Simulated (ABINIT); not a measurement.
The system is BN.

```
N B
1.0
     0.00000    1.81300    1.81300
     1.81300    0.00000    1.81300
     1.81300    1.81300    0.00000
N B
1 1
Direct
  0.25000 0.25000 0.25000
  0.00000 0.00000 0.00000
```

The cell is a database's computed one.

Base run:

* Program: ABINIT 10.8.3 (patched build)
* Functional: PW91
* Potentials or basis: JTH PAW PBE v2.0
* Cutoff: 707 eV
* k mesh: 13 × 13 × 13
* Occupations: fermi-dirac, width 0.05 eV
* Spin: no spin polarisation

Its results: band gap on the k mesh 4.57 eV, indirect (least direct gap 8.79 eV); pressure -1.3 GPa.

Task: The run is repeated on the same cell with these changes: functional from PW91 to PBE; k mesh from 13 × 13 × 13 to 10 × 10 × 10. What comes out?

Result: Band gap on the k mesh 4.44 eV, indirect (least direct gap 8.76 eV); pressure -0.4 GPa.

Several settings changed at once, so the effect can't be laid on one alone.

Caveats: the PAW data sets were made with another functional, which shifts forces and pressure a little (some runs).

A k mesh can miss the band edges.
